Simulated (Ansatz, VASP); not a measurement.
This is a calculation of Ca for VASP 6.6.1.

File INCAR:

```
PREC     = Accurate       # precision mode
ENCUT    = 520            # plane-wave cutoff, eV
EDIFF    = 1E-6           # SCF threshold, eV
ISMEAR   = -1             # smearing method
SIGMA    = 0.05           # smearing width, eV
LREAL    = False          # projectors in reciprocal space
LASPH    = True           # aspherical terms in the spheres
NELM     = 60             # most SCF steps
ALGO     = Normal         # electronic algorithm
ISIF     = 2              # what is computed and relaxed
LWAVE    = False          # write WAVECAR
LCHARG   = False          # write CHGCAR
GGA      = PE             # functional
NBANDS   = 11             # bands
```

Contents of KPOINTS:

```
Automatic mesh
0
Gamma
  9 9 9
```

File POSCAR:

```
Ca
1.0
   -2.2052049036      2.2052049036      2.1961148100
    2.2052049036     -2.2052049036      2.1961148100
    2.2052049036      2.2052049036     -2.1961148100
Ca
1
Direct
    0.5000000000      0.5000000000      0.0000000000
```

Potentials or basis: VASP PAW PBE potentials, release 64 (Ca_sv).

Run with:

```console
$ cat potpaw_PBE.64/Ca_sv/POTCAR > POTCAR
$ mpirun -np 1 vasp_std > vasp.out
```

Task: Set up the same calculation for Ansatz 0.2.0. Potentials there: Ansatz PAW.

Result: As run (the cutoff follows the program's own potentials):

Contents of input.yaml:

```yaml
crystal:
  lattice:
    - [-2.2052049036, 2.2052049036, 2.19611481]
    - [2.2052049036, -2.2052049036, 2.19611481]
    - [2.2052049036, 2.2052049036, -2.19611481]
  atoms:
    - { symbol: Ca, position: [0.5, 0.5, 0.0] }
hamiltonian:
  xc: pbe
  pseudopotentials: { kind: paw }
kpoints:
  mp_grid: { grid: [9, 9, 9] }
scf:
  occupations: { method: fermi_dirac, width: 0.05 }
output:
  forces: true
  stress: true
  eigenvalues: true
```

Potentials or basis: Ansatz PAW.

Run with:

```sh
$ ansatz run input.yaml --threads 1 --pin off --max-ram 3584MiB --backend cpu --events-out ev --progress --plain --runs-dir out
```

Both were run:

|  | VASP | Ansatz | Ansatz less VASP |
| --- | --- | --- | --- |
| gap on the k mesh at the Fermi level (eV) | none | none | - |
| pressure (GPa) | -0.2 | -0.2 | -0.02 |

A gap of «none» marks a metal or a gap that the smearing closes.
